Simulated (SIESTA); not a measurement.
## Al in SIESTA: the effect of functional

The system is Al.

```xyz
1
Lattice="0.0000 2.0248 2.0248 2.0248 0.0000 2.0248 2.0248 2.0248 0.0000" Properties=species:S:1:pos:R:3 pbc="T T T"
Al    0.0000    0.0000    0.0000
```

Alike in all runs:

| Quantity | Value |
| --- | --- |
| Program | SIESTA 5.4.2 |
| Task | relaxation of cell and atoms |
| Potentials or basis | PseudoDojo 0.4 standard (PBE files) |
| Basis | DZP (energy shift 0.003 Ry) |
| Grid cutoff | 500 Ry |
| Energy shift | 0.003 Ry |
| k mesh | 11 × 11 × 11 |
| Occupations | fermi-dirac, width 0.05 eV |
| Spin | no spin polarisation |

Each run relaxes the cell or the atoms first.

Question: One run gave: relaxed volume 17.48 Å³/atom. Which functional did it use?
A. PBE
B. vdW-DF-C09
C. vdW-DF2
D. vdW-DF-cx
E. vdW-DF

Answer: C.

```tsv
functional	relaxed volume (Å³/atom)
PBE	16.51
vdW-DF	17.22
vdW-DF2	17.48
optB88-vdW	17.07
vdW-DF-C09	16.58
vdW-DF-cx	16.60
VV10	16.60
```

Caveats: the basis of atomic orbitals isn't converged, which shifts pressures, moduli and gaps; the potentials were made for another functional, which shifts forces and pressure (some runs); the relaxation stopped at its first step, so nothing moved (some runs); the non-local part is tabulated coarsely and may be off by about a percent (some runs).
